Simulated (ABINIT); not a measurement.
Runs of ABINIT 10.8.3 (patched build) on AlNi. It takes space group Pm-3m (No. 221, cubic). The conventional cell has a = 2.881 Å, b = 2.881 Å, c = 2.881 Å, α = 90.00°, β = 90.00°, γ = 90.00°. Ni (site symmetry m-3m) has 8 Al at 2.50 Å as nearest neighbours. Al (site symmetry m-3m) has 8 Ni at 2.50 Å as nearest neighbours. 

```tsv
task	level	potentials or basis	U	cell	k mesh	cutoff (eV)	smearing	bands in the sums	broadening (eV)	scissor shift (eV)	tensor components	double counting (usepawu)	mesh quality	gap on the mesh (eV)	pressure (GPa)	moment (μB)
optical spectrum	LDA	PseudoDojo NC SR LDA v0.4.1 standard	-	as given	16 × 16 × 16, shifted	1252	cold (ABINIT) 0.136 eV	22	0.15	0	[11]	-	not flagged	-	-9.2	0.00
Hubbard U by linear response	LDA+U	JTH PAW LDA v2.0	Ni d U = 4 eV	as given	4 × 4 × 4	1116	fermi-dirac 0.1 eV	-	-	-	-	1	coarse	none	(a)	0.00
Hubbard U by linear response	LDA+U	JTH PAW LDA v2.0	Ni d U = 0 eV	as given	4 × 4 × 4	1116	gaussian 0.1 eV	-	-	-	-	1	coarse	none	-9.2	0.00
single point	LDA	PseudoDojo NC SR LDA v0.4.1 standard	-	as given	7 × 7 × 7	1252	fermi-dirac 0.05 eV	-	-	-	-	-	not flagged	none	-9.3	0.00
relaxation of cell and atoms	PBE	PseudoDojo NC SR PBE v0.4.1 standard	-	relaxed	7 × 7 × 7	1333	fermi-dirac 0.05 eV	-	-	-	-	-	not flagged	none	0.0	0.00
```

Alike in all rows: spin collinear, ferromagnetic start.

**Question.** Estimate the missing entries.

**Answer.** (a) -9.6.

Caveats: some runs use coarse meshes; small starting moments can end in a higher magnetic state in this program (some runs); the shifted atom has its images in every cell, so this scalar value isn't converged in cell size and belongs to these projectors alone (some runs); the starting moments collapsed, and a magnetic state may lie lower (some runs); the U is typed as a test and isn't derived for this compound (some runs); the intraband (Drude) term is left out (some runs); spectra need much finer meshes, so this one isn't converged (some runs).

A k mesh can miss the band edges.

A gap of «none» marks a metal or a gap under the smearing width.

Not every run made on this cell is shown here.
